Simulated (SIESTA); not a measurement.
The system is Sn.

```
Sn
1.0
     0.00000    3.23334    3.23334
     3.23334    0.00000    3.23334
     3.23334    3.23334    0.00000
Sn
2
Direct
  0.75000 0.75000 0.75000
  0.50000 0.50000 0.50000
```

This isn't the form of Sn at room conditions, which is tetragonal (white tin).

| Property | Result |
| --- | --- |
| Program | SIESTA 5.4.2 |
| Task | relaxation of cell and atoms |
| Functional | B86bPBE |
| Potentials or basis | PseudoDojo 0.4 standard (PBE files) |
| Basis | DZP (energy shift 0.002 Ry) |
| Grid cutoff | 500 Ry |
| Energy shift | 0.002 Ry |
| k mesh | 7 × 7 × 7 |
| Occupations | fermi-dirac, width 0.05 eV |
| Spin | no spin polarisation |

At the start: pressure 5.1 GPa; volume 33.80 Å³/atom.

Task: Where does the relaxation end?

Result: Over 4 steps the energy falls by 57.5 meV/atom and the volume is 37.90 Å³/atom (+12.1 %); space group Fd-3m (No. 227, to 0.05 Å).

The path:
| step | energy change (eV) | largest force (eV/Å) | pressure (GPa) | volume (Å³) |
| --- | --- | --- | --- | --- |
| 1 | 0.0000 | 0.0001 | 5.14 | 67.61 |
| 2 | -0.0443 | 0.0005 | 3.89 | 69.19 |
| 3 | -0.1140 | 0.0013 | 0.44 | 74.96 |
| 4 | -0.1150 | 0.0013 | 0.05 | 75.81 |

Final structure:
```
Sn
1.0
     0.00045    3.35937    3.35937
     3.35937    0.00045    3.35937
     3.35937    3.35937    0.00045
Sn
2
Cartesian
  5.0394 5.0394 5.0394
  3.3596 3.3596 3.3596
```

Caveat: semicore shells carry a single zeta, which can move pressures by several GPa and volumes by a few percent; the potentials were made for another functional, which shifts forces and pressure; the volume moved by +12 % from the deposited cell, more than functionals usually miss; the basis of atomic orbitals isn't converged, which shifts pressures, moduli and gaps.
